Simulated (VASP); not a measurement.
# BP (F-43m) in VASP: a series of runs, part 2 of 2

VASP 6.6.1. Earlier steps stand in the parts before.

### 4 Dielectric tensor, LDA

INCAR

```
SYSTEM = BP
PREC = Accurate ; ENCUT = 500
EDIFF = 1E-8 ; ISMEAR = 0
SIGMA = 0.01 ; LREAL = .FALSE.
LASPH = .TRUE. ; NELM = 100
ALGO = Normal ; ISIF = 2
LWAVE = .FALSE. ; LCHARG = .FALSE.
LEPSILON = .TRUE.
```

KPOINTS

```
Automatic mesh
0
G
  8 8 8
  0 0 0
```

POSCAR

```
BP
1.0
    0.0000000000      2.2690000000      2.2690000000
    2.2690000000      0.0000000000      2.2690000000
    2.2690000000      2.2690000000      0.0000000000
P B
1 1
Direct
    0.7500000000      0.7500000000      0.7500000000
    0.0000000000      0.0000000000      0.0000000000
```

Potentials or basis: VASP PAW LDA potentials, release 64 (P, B).

Started as:

```
$ cat potpaw_LDA.64/P/POTCAR potpaw_LDA.64/B/POTCAR > POTCAR
$ mpirun -np 1 vasp_std > vasp.out
```

OUTCAR:

```text
SYSTEM = BP
   PREC = Accurate
   ENCUT = 500
   EDIFF = 1E-8
   ISMEAR = 0
   LREAL = .FALSE.
   LASPH = .TRUE.
   NELM = 100
   ISIF = 2
   LEPSILON = .TRUE.

 Found     29 irreducible k-points:

 Following reciprocal coordinates:
            Coordinates               Weight
  0.000000  0.000000  0.000000      1.000000
  0.125000  0.000000  0.000000      8.000000
  0.250000  0.000000  0.000000      8.000000
  0.375000  0.000000  0.000000      8.000000
  0.500000  0.000000  0.000000      4.000000
  0.125000  0.125000  0.000000      6.000000
[... 205 lines left out ...]
 -----------------------------------------------------------------------------
    -0.00022 -0.11654  0.00000
    -0.11654 -0.00022  0.00000
     0.00000  0.00000 -0.00016

 MACROSCOPIC STATIC DIELECTRIC TENSOR (including local field effects in DFT)
 ------------------------------------------------------
           9.533180    -0.000000    -0.000000
           0.000000     9.533180    -0.000000
           0.000000    -0.000000     9.533180
 ------------------------------------------------------

 PIEZOELECTRIC TENSOR (including local field effects)  for field in x, y, z        (e  Angst)
          XX          YY          ZZ          XY          YZ          ZX
  --------------------------------------------------------------------------------
  x     0.00000     0.00000     0.00000     0.00000    -0.16412     0.00000
  y    -0.00000    -0.00000    -0.00000     0.00000     0.00000    -0.16412
  z     0.00000     0.00000     0.00000    -0.16412     0.00000     0.00000

 PIEZOELECTRIC TENSOR (including local field effects)  for field in x, y, z        (C/m^2)
          XX          YY          ZZ          XY          YZ          ZX
  --------------------------------------------------------------------------------
  x     0.00000     0.00000     0.00000     0.00000    -0.11255     0.00000
  y    -0.00000    -0.00000    -0.00000     0.00000     0.00000    -0.11255
  z     0.00000     0.00000     0.00000    -0.11255     0.00000     0.00000

 BORN EFFECTIVE CHARGES (including local field effects) (in |e|, cummulative output)
 ---------------------------------------------------------------------------------
 ion    1
    1     0.51470     0.00000     0.00000
    2    -0.00000     0.51470    -0.00000
    3    -0.00000    -0.00000     0.51470
 ion    2
    1    -0.51470     0.00000    -0.00000
    2     0.00000    -0.51470     0.00000
    3     0.00000     0.00000    -0.51470
```

OSZICAR:

```text
N       E                     dE             d eps       ncg     rms          rms(c)
DAV:   1     0.783830600212E+01    0.78383E+01   -0.38388E+03   464   0.851E+02
DAV:   2    -0.149376559878E+02   -0.22776E+02   -0.21629E+02   720   0.107E+02
DAV:   3    -0.152101391587E+02   -0.27248E+00   -0.27248E+00   560   0.153E+01
[... 12 lines left out ...]
RMM:   6    -0.582162754407E+00   -0.11284E-03   -0.33528E-06  2571   0.168E-02    0.747E-03
RMM:   7    -0.582197169783E+00   -0.34415E-04   -0.52283E-07  2545   0.358E-03    0.367E-04
RMM:   8    -0.582212101576E+00   -0.14932E-04   -0.50057E-08  2670   0.465E-04    0.166E-04
RMM:   9    -0.582212090914E+00    0.10662E-07    0.21967E-08  2547   0.231E-04    0.373E-05
RMM:  10    -0.582212175666E+00   -0.84752E-07   -0.71445E-09  1391   0.397E-05    0.100E-05
RMM:  11    -0.582211866512E+00    0.30915E-06   -0.51928E-09   892   0.425E-05    0.964E-07
```

Wall time 42 s (1 thread of Intel Xeon Platinum 8259CL at 2.50GHz (Skylake/Cascade Lake), shared host); peak memory 0.16 GiB.

These settings aren't checked as converged: the numbers below hold their error.

Results:

| Item | Value |
| --- | --- |
| Band gap on the k mesh | 1.22 eV, indirect (least direct gap 3.38 eV) |
| Electronic dielectric tensor (diagonal) | 9.53 |
| Born charges (mean of the diagonal) | P +0.51; B -0.51 e |

### 5 Dielectric tensor, LDA

Edit INCAR of step 4 so:

```diff
@@ -1,3 +1,3 @@
 SYSTEM = BP
-PREC = Accurate ; ENCUT = 500
+PREC = Accurate ; ENCUT = 600
 EDIFF = 1E-8 ; ISMEAR = 0
```

KPOINTS is that of step 4.

POSCAR is that of step 4.

Potentials or basis: VASP PAW LDA potentials, release 64 (P, B).

Started as:

```
$ cat potpaw_LDA.64/P/POTCAR potpaw_LDA.64/B/POTCAR > POTCAR
$ mpirun -np 1 vasp_std > vasp.out
```

OUTCAR:

```text
SYSTEM = BP
   PREC = Accurate
   ENCUT = 600
   EDIFF = 1E-8
   ISMEAR = 0
   LREAL = .FALSE.
   LASPH = .TRUE.
   NELM = 100
   ISIF = 2
   LEPSILON = .TRUE.

 Found     29 irreducible k-points:

 Following reciprocal coordinates:
            Coordinates               Weight
  0.000000  0.000000  0.000000      1.000000
  0.125000  0.000000  0.000000      8.000000
  0.250000  0.000000  0.000000      8.000000
  0.375000  0.000000  0.000000      8.000000
  0.500000  0.000000  0.000000      4.000000
  0.125000  0.125000  0.000000      6.000000
   k-points           NKPTS =     29   k-points in BZ     NKDIM =     29   number of bands    NBANDS=      8
   number of dos      NEDOS =    301   number of ions     NIONS =      2
   total plane-waves  NPLWV =  21952
   dimension x,y,z NGX =    28 NGY =   28 NGZ =   28
   dimension x,y,z NGXF=    56 NGYF=   56 NGZF=   56
   ions per type =               1   1
   NGX,Y,Z   is equivalent  to a cutoff of  14.51, 14.51, 14.51 a.u.
   NGXF,Y,Z  is equivalent  to a cutoff of  29.01, 29.01, 29.01 a.u.
 SYSTEM =  BP
   PREC   = accura    normal or accurate (medium, high low for compatibility)
   ISTART =      0    job   : 0-new  1-cont  2-samecut
   ICHARG =      2    charge: 1-file 2-atom 10-const
   ISPIN  =      1    spin polarized calculation?
   LNONCOLLINEAR =      F non collinear calculations
   LSORBIT =      F    spin-orbit coupling
   LASPH  =      T    aspherical Exc in radial PAW
   ENCUT  =  600.0 eV  44.10 Ry    6.64 a.u.   6.41  6.41  6.41*2*pi/ulx,y,z
   NELM   =    100;   NELMIN=  2; NELMDL= -5     # of ELM steps
   EDIFF  = 0.1E-07   stopping-criterion for ELM
   LREAL  =      F    real-space projection
   EDIFFG = 0.1E-06   stopping-criterion for IOM
   NSW    =      0    number of steps for IOM
   IBRION =     -1    ionic relax: 0-MD 1-quasi-New 2-CG
   NFREE  =      0    steps in history (QN), initial steepest desc. (CG)
   ISIF   =      2    stress and relaxation
   ISYM   =      2    0-nonsym 1-usesym 2-fastsym
   POTIM  = 0.5000    time-step for ionic-motion
   TEBEG  =    0.0;   TEEND  =   0.0 temperature during run
   PSTRESS=    0.0 pullay stress
   NELECT =       8.0000    total number of electrons
   NUPDOWN=      -1.0000    fix difference up-down
   EMIN   =  10.00;   EMAX   =-10.00  energy-range for DOS
   EFERMI =   0.00;   METHOD = LEGACY
   ISMEAR =     0;   SIGMA  =   0.01  broadening in eV -4-tet -1-fermi 0-gaus
   EFERMI_NEDOS =   21; number of points for ismear=-14 and -15
   IALGO  =     38    algorithm
   IMIX   =      4    mixing-type and parameters
     AMIX     =   0.40;   BMIX     =  1.00
     AMIX_MAG =   1.60;   BMIX_MAG =  1.00
  volume/ion in A,a.u.               =      11.68        78.83
  Fermi-wavevector in a.u.,A,eV,Ry     =   1.145320  2.164342 17.847562  1.311759
  Thomas-Fermi vector in A             =   2.282009
   LORBIT       =      0    0 simple, 1 ext, 2 COOP (PROOUT), +10 PAW based schemes
   GGA     = CA    functional components
   LHFCALC =     F    Hartree Fock is set to
   AEXX    =    0.0000 exact exchange contribution
   IVDW    =     0    specifies the selected vdW correction
   LEPSILON=     T    determine dielectric tensor
   LRPA    =     F    only Hartree local field effects (RPA)
 non-spin polarized calculation
 Gauss-broadening in eV      SIGMA  =   0.01
  energy-cutoff  :      600.00
[... 81 lines left out ...]

 [... further k-points ...]

  FORCE on cell =-STRESS in cart. coord.  units (eV):
  Direction    XX          YY          ZZ          XY          YZ          ZX
  --------------------------------------------------------------------------------------
  -------------------------------------------------------------------------------------
  Total       -0.7732258     -0.7732258     -0.7732258     -0.0000000     -0.0000000     -0.0000000
  in kB      -53.0253340    -53.0253340    -53.0253340     -0.0000000     -0.0000000     -0.0000000
  external PRESSURE =     -53.0253340 kB  Pullay stress =       0.0000000 kB

 VOLUME and BASIS-vectors are now :
 -----------------------------------------------------------------------------
  energy-cutoff  :      600.00
  volume of cell :       23.36
      direct lattice vectors                 reciprocal lattice vectors
     0.000000000  2.269000000  2.269000000    -0.220361393  0.220361393  0.220361393
     2.269000000  0.000000000  2.269000000     0.220361393 -0.220361393  0.220361393
     2.269000000  2.269000000  0.000000000     0.220361393  0.220361393 -0.220361393

 POSITION                                       TOTAL-FORCE (eV/Angst)
 -----------------------------------------------------------------------------------
      3.40350      3.40350      3.40350         0.000000      0.000000      0.000000
      0.00000      0.00000      0.00000        -0.000000     -0.000000     -0.000000
 -----------------------------------------------------------------------------------
    total drift:                                0.000000      0.000000      0.000000

  FREE ENERGIE OF THE ION-ELECTRON SYSTEM (eV)
  ---------------------------------------------------
  free  energy   TOTEN  =       -14.3868043459 eV

  energy  without entropy=      -14.3868043459  energy(sigma->0) =      -14.38680435

 HEAD OF MICROSCOPIC STATIC DIELECTRIC TENSOR (INDEPENDENT PARTICLE, excluding Hartree and local field effects)
 ------------------------------------------------------
           9.991975    -0.000000     0.000000
           0.000000     9.991975     0.000000
          -0.000000     0.000000     9.991975
 ------------------------------------------------------

 Free energy of the ion-electron system (eV)
  ---------------------------------------------------
  ---------------------------------------------------
  free energy    TOTEN  =        -0.58227289 eV

  energy without entropy =       -0.58227289

------------------------ aborting loop because EDIFF is reached ----------------------------------------

--------------------------------------- Ionic step        2  -------------------------------------------

------------------------ aborting loop because EDIFF is reached ----------------------------------------

--------------------------------------- Ionic step        3  -------------------------------------------

 Free energy of the ion-electron system (eV)
  ---------------------------------------------------
  ---------------------------------------------------
  free energy    TOTEN  =        -0.58227306 eV

  energy without entropy =       -0.58227306

------------------------ aborting loop because EDIFF is reached ----------------------------------------

 PIEZOELECTRIC TENSOR FIELD DIRECTION 3  (e Angst)
 -----------------------------------------------------------------------------
    -0.00032 -0.17036  0.00000           ( -0.00000 -0.07922  0.00000)
    -0.17036 -0.00032  0.00000           ( -0.07922 -0.00000  0.00000)
     0.00000  0.00000 -0.00024           (  0.00000  0.00000 -0.00000)

 PIEZOELECTRIC TENSOR FIELD DIRECTION 3  (C/m^2)
 -----------------------------------------------------------------------------
    -0.00022 -0.11683  0.00000
    -0.11683 -0.00022  0.00000
     0.00000  0.00000 -0.00016

 MACROSCOPIC STATIC DIELECTRIC TENSOR (including local field effects in DFT)
 ------------------------------------------------------
           9.532296     0.000000    -0.000000
           0.000000     9.532296    -0.000000
           0.000000     0.000000     9.532296
 ------------------------------------------------------

 PIEZOELECTRIC TENSOR (including local field effects)  for field in x, y, z        (e  Angst)
          XX          YY          ZZ          XY          YZ          ZX
  --------------------------------------------------------------------------------
  x    -0.00000    -0.00000    -0.00000     0.00000    -0.16453     0.00000
  y    -0.00000    -0.00000     0.00000     0.00000     0.00000    -0.16453
  z     0.00000     0.00000     0.00000    -0.16453     0.00000     0.00000

 PIEZOELECTRIC TENSOR (including local field effects)  for field in x, y, z        (C/m^2)
          XX          YY          ZZ          XY          YZ          ZX
  --------------------------------------------------------------------------------
  x    -0.00000    -0.00000    -0.00000     0.00000    -0.11283     0.00000
  y    -0.00000    -0.00000     0.00000     0.00000     0.00000    -0.11283
  z     0.00000     0.00000     0.00000    -0.11283     0.00000     0.00000

 BORN EFFECTIVE CHARGES (including local field effects) (in |e|, cummulative output)
 ---------------------------------------------------------------------------------
 ion    1
    1     0.51504     0.00000     0.00000
    2    -0.00000     0.51504    -0.00000
    3     0.00000     0.00000     0.51504
 ion    2
    1    -0.51504    -0.00000    -0.00000
    2     0.00000    -0.51504     0.00000
    3     0.00000     0.00000    -0.51504
```

stdout:

```text
POSCAR found type information on POSCAR P B
 POSCAR found :  2 types and       2 ions
 scaLAPACK will be used
 LDA part: xc-table for (Slater(with rela. corr.)+CA(PZ))
 , standard interpolation
 POSCAR, INCAR and KPOINTS ok, starting setup
 FFT: planning ... GRIDC
 FFT: planning ... GRID_SOFT
 FFT: planning ... GRID
 WAVECAR not read
 entering main loop
 Linear response reoptimize wavefunctions to high precision
 Linear response G [H, r] |phi>, progress :
  Direction:   1
 Linear response G [H, r] |phi>, progress :
  Direction:   2
 Linear response G [H, r] |phi>, progress :
  Direction:   3
 Linear response to external field (no local field effect), progress :
  Direction:   1
 dielectric tensor                  component  1 :    12.263     6.175     1.233
 Linear response to external field (no local field effect), progress :
  Direction:   2
 dielectric tensor                  component  2 :     6.176    12.228    -1.409
 Linear response to external field (no local field effect), progress :
  Direction:   3
 dielectric tensor                  component  3 :     1.231    -1.408     5.485
 Linear response to external field, progress :
  Direction:   1
 dielectric tensor                  component  1 :     9.532     2.590     1.529
 Linear response to external field, progress :
  Direction:   2
 dielectric tensor                  component  2 :     2.495     9.532     1.340
 Linear response to external field, progress :
  Direction:   3
 dielectric tensor                  component  3 :     1.943     2.176     9.532
 Born effective charges drift removed
```

Wall time 1.8 min (1 thread of Intel Xeon Platinum 8259CL at 2.50GHz (Skylake/Cascade Lake), shared host); peak memory 0.18 GiB.

These settings aren't checked as converged: the numbers below hold their error.

Results:

```
Band gap on the k mesh                  : 1.22 eV, indirect (least direct gap 3.38 eV)
Electronic dielectric tensor (diagonal) : 9.53
Born charges (mean of the diagonal)     : P +0.52; B -0.52 e
```
